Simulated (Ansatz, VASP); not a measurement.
**One calculation of BN, two programs**

```
B N
1.0
     2.39664    0.00000    0.00000
    -1.19832    2.07555    0.00000
     0.00000    0.00000    3.97120
B N
2 2
Direct
  0.66667 0.33333 0.00088
  0.33333 0.66667 0.50088
  0.66667 0.33333 0.37412
  0.33333 0.66667 0.87412
```

Alike in both runs: functional PBE; dispersion D3(BJ); k mesh 12 × 12 × 6; occupations gaussian, width 0.05 eV; no spin polarisation.

Ansatz relaxed the structure, and its values are those at the end. VASP's run is a single point on that final structure, the one shown.

|  | VASP | Ansatz |
| --- | --- | --- |
| version | VASP 6.6.1 | Ansatz 0.2.0 |
| potentials or method | VASP PAW PBE potentials, release 64 (B, N) | scalar-relativistic, plane waves, PAW |
| plane-wave cutoff (eV) | 520 | 420 |
| valence electrons in the cell | 16 | 16 |

VASP gave:

```
gap on the k mesh at the Fermi level (eV) : 4.72
least direct gap on the mesh (eV)         : 9.08
```

Task: What did Ansatz give for the same quantities?

Result: gap on the k mesh at the Fermi level (eV): 4.75; least direct gap on the mesh (eV): 9.09.

 A k mesh can miss the band edges.
